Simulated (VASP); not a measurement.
# Zr15Si32 (a cell with a defect) in VASP: relaxation of the atoms with PBE

Aim: the relaxation of the atoms of Zr15Si32 (a cell with a defect) with PBE.

Everything below comes from runs of VASP 6.6.1. Logs are shortened: lines on timing, memory, paths and dates and some standing lists are left out, and cuts for length are marked.

## Step 1: The structure

The cell holds a defect, 47 atoms: a = 7.412 Å, b = 14.735 Å, c = 7.344 Å, α = 90.00°, β = 90.00°, γ = 90.00°.

## Step 2: Relaxation of the atoms, PBE

File INCAR:

```
SYSTEM = Zr15Si32
PREC = Accurate ; ENCUT = 520
EDIFF = 1E-6 ; ISMEAR = 1
SIGMA = 0.1 ; LREAL = .FALSE.
LASPH = .TRUE. ; NELM = 60
ALGO = Normal ; ISIF = 2
LWAVE = .FALSE. ; LCHARG = .FALSE.
GGA = PE ; IBRION = 2
NSW = 60 ; EDIFFG = -0.02
```

File KPOINTS:

```
Automatic mesh
0
G
  3 2 3
  0 0 0
```

File POSCAR:

```
Zr15Si32
1.0
    7.4120000000      0.0000000000      0.0000000000
    0.0000000000     14.7350000000      0.0000000000
    0.0000000000      0.0000000000      7.3440000000
Zr Si
15 32
Direct
    0.2500000000      0.6054000000      0.6250000000
    0.5000000000      0.1054000000      0.1250000000
    0.5000000000      0.1054000000      0.6250000000
    0.7500000000      0.6054000000      0.6250000000
    0.0000000000      0.1054000000      0.1250000000
    0.0000000000      0.1054000000      0.6250000000
    0.2500000000      0.3946000000      0.3750000000
    0.2500000000      0.3946000000      0.8750000000
    0.5000000000      0.8946000000      0.3750000000
    0.5000000000      0.8946000000      0.8750000000
    0.7500000000      0.3946000000      0.3750000000
    0.7500000000      0.3946000000      0.8750000000
    0.0000000000      0.8946000000      0.3750000000
    0.0000000000      0.8946000000      0.8750000000
    0.0000000000      0.6054000000      0.1250000000
    0.2500000000      0.9478000000      0.1250000000
    0.2500000000      0.9478000000      0.6250000000
    0.5000000000      0.4478000000      0.1250000000
    0.5000000000      0.4478000000      0.6250000000
    0.7500000000      0.9478000000      0.1250000000
    0.7500000000      0.9478000000      0.6250000000
    0.0000000000      0.4478000000      0.1250000000
    0.0000000000      0.4478000000      0.6250000000
    0.2500000000      0.0522000000      0.3750000000
    0.2500000000      0.0522000000      0.8750000000
    0.5000000000      0.5522000000      0.3750000000
    0.5000000000      0.5522000000      0.8750000000
    0.7500000000      0.0522000000      0.3750000000
    0.7500000000      0.0522000000      0.8750000000
    0.0000000000      0.5522000000      0.3750000000
    0.0000000000      0.5522000000      0.8750000000
    0.2500000000      0.2504000000      0.1250000000
    0.2500000000      0.2504000000      0.6250000000
    0.5000000000      0.7504000000      0.1250000000
    0.5000000000      0.7504000000      0.6250000000
    0.7500000000      0.2504000000      0.1250000000
    0.7500000000      0.2504000000      0.6250000000
    0.0000000000      0.7504000000      0.1250000000
    0.0000000000      0.7504000000      0.6250000000
    0.2500000000      0.7496000000      0.3750000000
    0.2500000000      0.7496000000      0.8750000000
    0.5000000000      0.2496000000      0.3750000000
    0.5000000000      0.2496000000      0.8750000000
    0.7500000000      0.7496000000      0.3750000000
    0.7500000000      0.7496000000      0.8750000000
    0.0000000000      0.2496000000      0.3750000000
    0.0000000000      0.2496000000      0.8750000000
```

Potentials or basis: VASP PAW PBE potentials, release 64 (Zr_sv, Si).

Launch:

```
cat potpaw_PBE.64/Zr_sv/POTCAR potpaw_PBE.64/Si/POTCAR > POTCAR
mpirun -np 8 vasp_std > vasp.out
```

OUTCAR:

```text
SYSTEM = Zr15Si32
   PREC = Accurate
   ENCUT = 520
   EDIFF = 1E-6
   ISMEAR = 1
   LREAL = .FALSE.
   LASPH = .TRUE.
   NELM = 60
   ISIF = 2
   GGA = PE
   IBRION = 2
   NSW = 60
   EDIFFG = -0.02

 ion  position               nearest neighbor table
   1  0.250  0.605  0.625-  26 2.72  27 2.72  30 2.72  31 2.72  40 2.81  41 2.81  35 2.83  39 2.83
                            19 2.97  23 2.97   7 3.61   8 3.61   4 3.71   4 3.71
   2  0.500  0.105  0.125-  24 2.72  25 2.72  28 2.72  29 2.72  42 2.81  43 2.81  32 2.83  36 2.83
                            16 2.97  20 2.97   9 3.61  10 3.61   3 3.67   3 3.67   5 3.71   5 3.71
   3  0.500  0.105  0.625-  24 2.72  25 2.72  28 2.72  29 2.72  42 2.81  43 2.81  33 2.83  37 2.83
                            17 2.97  21 2.97   9 3.61  10 3.61   2 3.67   2 3.67   6 3.71   6 3.71
   4  0.750  0.605  0.625-  26 2.72  27 2.72  30 2.72  31 2.72  44 2.81  45 2.81  35 2.83  39 2.83
                            19 2.97  23 2.97  11 3.61  12 3.61   1 3.71   1 3.71
   5  0.000  0.105  0.125-  24 2.72  25 2.72  28 2.72  29 2.72  46 2.81  47 2.81  32 2.83  36 2.83
                            16 2.97  20 2.97  13 3.61  14 3.61   6 3.67   6 3.67   2 3.71   2 3.71
   6  0.000  0.105  0.625-  24 2.72  25 2.72  28 2.72  29 2.72  46 2.81  47 2.81  33 2.83  37 2.83
                            17 2.97  21 2.97  13 3.61  14 3.61   5 3.67   5 3.67   3 3.71   3 3.71
   7  0.250  0.395  0.375-  18 2.72  19 2.72  22 2.72  23 2.72  32 2.81  33 2.81  42 2.83  46 2.83
                            26 2.97  30 2.97   1 3.61   8 3.67   8 3.67  11 3.71  11 3.71
   8  0.250  0.395  0.875-  18 2.72  19 2.72  22 2.72  23 2.72  32 2.81  33 2.81  43 2.83  47 2.83
                            27 2.97  31 2.97   1 3.61   7 3.67   7 3.67  12 3.71  12 3.71
   9  0.500  0.895  0.375-  16 2.72  17 2.72  20 2.72  21 2.72  34 2.81  35 2.81  40 2.83  44 2.83
                            24 2.97  28 2.97   2 3.61   3 3.61  10 3.67  10 3.67  13 3.71  13 3.71
  10  0.500  0.895  0.875-  16 2.72  17 2.72  20 2.72  21 2.72  34 2.81  35 2.81  41 2.83  45 2.83
                            25 2.97  29 2.97   2 3.61   3 3.61   9 3.67   9 3.67  14 3.71  14 3.71
  11  0.750  0.395  0.375-  18 2.72  19 2.72  22 2.72  23 2.72  36 2.81  37 2.81  42 2.83  46 2.83
                            26 2.97  30 2.97   4 3.61  12 3.67  12 3.67   7 3.71   7 3.71
  12  0.750  0.395  0.875-  18 2.72  19 2.72  22 2.72  23 2.72  36 2.81  37 2.81  43 2.83  47 2.83
                            27 2.97  31 2.97   4 3.61  11 3.67  11 3.67   8 3.71   8 3.71
  13  0.000  0.895  0.375-  16 2.72  17 2.72  20 2.72  21 2.72  38 2.81  39 2.81  40 2.83  44 2.83
[... 57 lines left out ...]
  46  0.000  0.250  0.375-  32 2.61  33 2.61  36 2.61  37 2.61   5 2.81   6 2.81   7 2.83  11 2.83

  47  0.000  0.250  0.875-  32 2.61  33 2.61  36 2.61  37 2.61   5 2.81   6 2.81   8 2.83  12 2.83

  LATTYP: Found a simple orthorhombic cell.
 ALAT       =     7.3440000000
 B/A-ratio  =     1.0092592593
 C/A-ratio  =     2.0063997821

  Lattice vectors:

 A1 = (   0.0000000000,   0.0000000000,   7.3440000000)
 A2 = (   7.4120000000,   0.0000000000,   0.0000000000)
 A3 = (   0.0000000000,  14.7350000000,   0.0000000000)

Analysis of symmetry for initial positions (statically):
[... 240 lines left out ...]
--------------------------------------- Ionic step        1  -------------------------------------------

 number of electron     307.9999997 magnetization

 Free energy of the ion-electron system (eV)
  ---------------------------------------------------
  ext. energy  EPLUGINS =         0.00000000
  ---------------------------------------------------
  free energy    TOTEN  =      -316.43680101 eV

  energy without entropy =     -316.41600008  energy(sigma->0) =     -316.42986737

------------------------ aborting loop because EDIFF is reached ----------------------------------------

  FORCE on cell =-STRESS in cart. coord.  units (eV):
  Direction    XX          YY          ZZ          XY          YZ          ZX
  --------------------------------------------------------------------------------------
  -------------------------------------------------------------------------------------
  Total       -1.7084013     34.4024951     43.1444301      0.0000000      0.0000000      0.0000000
  in kB       -3.4125754     68.7198661     86.1821054      0.0000000      0.0000000      0.0000000
  external PRESSURE =      50.4964654 kB  Pullay stress =       0.0000000 kB
[... 224 lines left out ...]
  FREE ENERGIE OF THE ION-ELECTRON SYSTEM (eV)
  ---------------------------------------------------
  free  energy   TOTEN  =      -321.2472433597 eV

  energy  without entropy=     -321.2292300812  energy(sigma->0) =     -321.24123893

[... ionic steps 4 to 26 ...]

--------------------------------------- Ionic step       27  -------------------------------------------

 number of electron     308.0000000 magnetization

------------------------ aborting loop because EDIFF is reached ----------------------------------------
[... 157 lines left out ...]
--------------------------------------- Ionic step       29  -------------------------------------------

 number of electron     308.0000000 magnetization

 Free energy of the ion-electron system (eV)
  ---------------------------------------------------
  ext. energy  EPLUGINS =         0.00000000
  ---------------------------------------------------
  free energy    TOTEN  =      -323.97313792 eV

  energy without entropy =     -323.96523737  energy(sigma->0) =     -323.97050440

 E-fermi :   9.4175     XC(G=0): -11.1182

 val. band max:        9.4042544568   @ k =   0.0000   0.5000   0.0000
 cond. band min:       9.4296541251   @ k =   0.3333   0.0000   0.0000
 fundamental gap:      0.0253996682
 Fermi energy:         9.4174627744

 k-point     1 :       0.0000    0.0000    0.0000
  band No.  band energies     occupation
      1     -39.6888      2.00000
      2     -39.2152      2.00000
      3     -39.2065      2.00000
      4     -39.1817      2.00000
      5     -39.1714      2.00000
      6     -39.1484      2.00000
[... 1341 lines left out ...]
    165      10.5989     -0.00000
    166      10.6952     -0.00000
 [bands above 166 left out]

------------------------ aborting loop because EDIFF is reached ----------------------------------------

  FORCE on cell =-STRESS in cart. coord.  units (eV):
  Direction    XX          YY          ZZ          XY          YZ          ZX
  --------------------------------------------------------------------------------------
  -------------------------------------------------------------------------------------
  Total        3.1354276     18.8806476      3.4780745      0.0000000      0.0000000      0.0000000
  in kB        6.2630971     37.7145778      6.9475430      0.0000000      0.0000000      0.0000000
  external PRESSURE =      16.9750726 kB  Pullay stress =       0.0000000 kB
[... 62 lines left out ...]
  FREE ENERGIE OF THE ION-ELECTRON SYSTEM (eV)
  ---------------------------------------------------
  free  energy   TOTEN  =      -323.9731379204 eV

  energy  without entropy=     -323.9652373687  energy(sigma->0) =     -323.97050440

 reached required accuracy - stopping structural energy minimisation
```

Run time: 70 min. Hardware: 8 MPI ranks of Intel Xeon 6975P-C (Granite Rapids), shared host; peak memory 0.34 GiB.

Results:

| Quantity | Value |
| --- | --- |
| Free energy | -323.9731 eV |
| Energy gained by relaxing | 160.3 meV/atom |
| Ionic steps | 29 |
| Pressure after relaxing | 1.7 GPa |
| Largest force after relaxing | 0.017 eV/Å |
| Band gap on the k mesh | none (metal or under the smearing width) |

Forces on the atoms (eV/Å):
```
Zr   0.001  0.004  0.000
Zr   0.000  0.012  0.000
Zr   0.000  0.003  0.000
Zr  -0.001  0.004  0.000
Zr   0.000  0.006  0.000
Zr   0.000  0.002  0.000
Zr   0.003 -0.004 -0.003
Zr   0.003 -0.004  0.003
Zr   0.000  0.000  0.005
Zr   0.000  0.000 -0.005
Zr  -0.003 -0.004 -0.003
Zr  -0.003 -0.004  0.003
Zr   0.000 -0.007 -0.006
Zr   0.000 -0.007  0.006
Zr   0.000 -0.017  0.000
Si   0.000  0.002  0.000
Si  -0.005 -0.001  0.000
Si   0.000  0.000  0.000
Si   0.000 -0.008  0.000
Si   0.000  0.002  0.000
Si   0.005 -0.001  0.000
Si   0.000  0.006  0.000
Si   0.000 -0.014  0.000
Si   0.001  0.001  0.000
Si   0.001  0.001  0.000
Si   0.000  0.004 -0.002
Si   0.000  0.004  0.002
Si  -0.001  0.001  0.000
Si  -0.001  0.001  0.000
Si   0.000  0.004  0.000
Si   0.000  0.004  0.000
Si   0.000  0.000  0.000
Si   0.002  0.001  0.000
Si   0.000 -0.002  0.000
Si   0.000  0.002  0.000
Si   0.000  0.000  0.000
Si  -0.002  0.001  0.000
Si   0.000  0.009  0.000
Si   0.000  0.002  0.000
Si  -0.001 -0.001  0.002
Si  -0.001 -0.001 -0.002
Si   0.000  0.001  0.001
Si   0.000  0.001 -0.001
Si   0.001 -0.001  0.002
Si   0.001 -0.001 -0.002
Si   0.000  0.001 -0.001
Si   0.000  0.001  0.001
```

Stress tensor (GPa, compression positive):
```
0.63 0.00 0.00
0.00 3.77 0.00
0.00 0.00 0.69
```

The path:
| step | energy change (eV) | largest force (eV/Å) | pressure (GPa) |
| --- | --- | --- | --- |
| 1 | 0.0000 | 11.5791 | 5.05 |
| 2 | -2.0877 | 14.2160 | 4.90 |
| 3 | -4.8104 | 5.3913 | 3.82 |
| 4 | -6.0756 | 3.2453 | 2.97 |
| 5 | -6.0758 | 3.2922 | 2.96 |
| 6 | -6.8677 | 1.3958 | 2.36 |
| 7 | -7.0115 | 0.8087 | 2.16 |
| 8 | -7.2571 | 0.6483 | 2.02 |
| 9 | -7.3603 | 1.0635 | 1.95 |
| 10 | -7.4752 | 0.4954 | 1.86 |
| 11 | -7.4754 | 0.4718 | 1.86 |
| 12 | -7.4992 | 0.2896 | 1.87 |
| 13 | -7.4993 | 0.2527 | 1.87 |
| 14 | -7.5172 | 0.1232 | 1.85 |
| 15 | -7.5204 | 0.1242 | 1.84 |
| 16 | -7.5267 | 0.0929 | 1.82 |
| 17 | -7.5278 | 0.1739 | 1.81 |
| 18 | -7.5318 | 0.0995 | 1.77 |
| 19 | -7.5318 | 0.1224 | 1.76 |
| 20 | -7.5342 | 0.0637 | 1.74 |
| 21 | -7.5342 | 0.0798 | 1.74 |
| 22 | -7.5353 | 0.0464 | 1.73 |
| 23 | -7.5353 | 0.0418 | 1.73 |
| 24 | -7.5360 | 0.0244 | 1.71 |
| 25 | -7.5360 | 0.0332 | 1.71 |
| 26 | -7.5362 | 0.0263 | 1.70 |
| 27 | -7.5362 | 0.0290 | 1.70 |
| 28 | -7.5363 | 0.0227 | 1.70 |
| 29 | -7.5363 | 0.0171 | 1.70 |

Final structure:
```cif
data_structure
_symmetry_space_group_name_H-M 'P 1'
_symmetry_Int_Tables_number 1
_cell_length_a 7.4120
_cell_length_b 14.7350
_cell_length_c 7.3440
_cell_angle_alpha 90.000
_cell_angle_beta 90.000
_cell_angle_gamma 90.000
_cell_volume 802.08
loop_
_atom_site_label
_atom_site_type_symbol
_atom_site_fract_x
_atom_site_fract_y
_atom_site_fract_z
_atom_site_occupancy
Zr1 Zr 0.24619 0.60625 0.62500 1
Zr2 Zr 0.50000 0.10318 0.12500 1
Zr3 Zr 0.50000 0.10232 0.62500 1
Zr4 Zr 0.75381 0.60625 0.62500 1
Zr5 Zr 0.00000 0.10441 0.12500 1
Zr6 Zr 0.00000 0.10483 0.62500 1
Zr7 Zr 0.25901 0.39089 0.37432 1
Zr8 Zr 0.25901 0.39089 0.87568 1
Zr9 Zr 0.50000 0.89158 0.36868 1
Zr10 Zr 0.50000 0.89158 0.88132 1
Zr11 Zr 0.74099 0.39089 0.37432 1
Zr12 Zr 0.74099 0.39089 0.87568 1
Zr13 Zr 0.00000 0.90775 0.38662 1
Zr14 Zr 0.00000 0.90775 0.86338 1
Zr15 Zr 0.00000 0.62966 0.12500 1
Si1 Si 0.25014 0.94796 0.12500 1
Si2 Si 0.25953 0.94647 0.62500 1
Si3 Si 0.50000 0.45917 0.12500 1
Si4 Si 0.50000 0.46172 0.62500 1
Si5 Si 0.74986 0.94796 0.12500 1
Si6 Si 0.74047 0.94647 0.62500 1
Si7 Si 0.00000 0.43709 0.12500 1
Si8 Si 0.00000 0.40837 0.62500 1
Si9 Si 0.25215 0.05496 0.37537 1
Si10 Si 0.25215 0.05496 0.87463 1
Si11 Si 0.50000 0.56825 0.35587 1
Si12 Si 0.50000 0.56825 0.89413 1
Si13 Si 0.74785 0.05496 0.37537 1
Si14 Si 0.74785 0.05496 0.87463 1
Si15 Si 0.00000 0.52573 0.40321 1
Si16 Si 0.00000 0.52573 0.84679 1
Si17 Si 0.25177 0.24788 0.12500 1
Si18 Si 0.25360 0.24737 0.62500 1
Si19 Si 0.50000 0.73798 0.12500 1
Si20 Si 0.50000 0.74994 0.62500 1
Si21 Si 0.74823 0.24788 0.12500 1
Si22 Si 0.74640 0.24737 0.62500 1
Si23 Si 0.00000 0.79363 0.12500 1
Si24 Si 0.00000 0.75638 0.62500 1
Si25 Si 0.24019 0.74794 0.36544 1
Si26 Si 0.24019 0.74794 0.88456 1
Si27 Si 0.50000 0.24778 0.37598 1
Si28 Si 0.50000 0.24778 0.87402 1
Si29 Si 0.75981 0.74794 0.36544 1
Si30 Si 0.75981 0.74794 0.88456 1
Si31 Si 0.00000 0.24835 0.37446 1
Si32 Si 0.00000 0.24835 0.87554 1
```
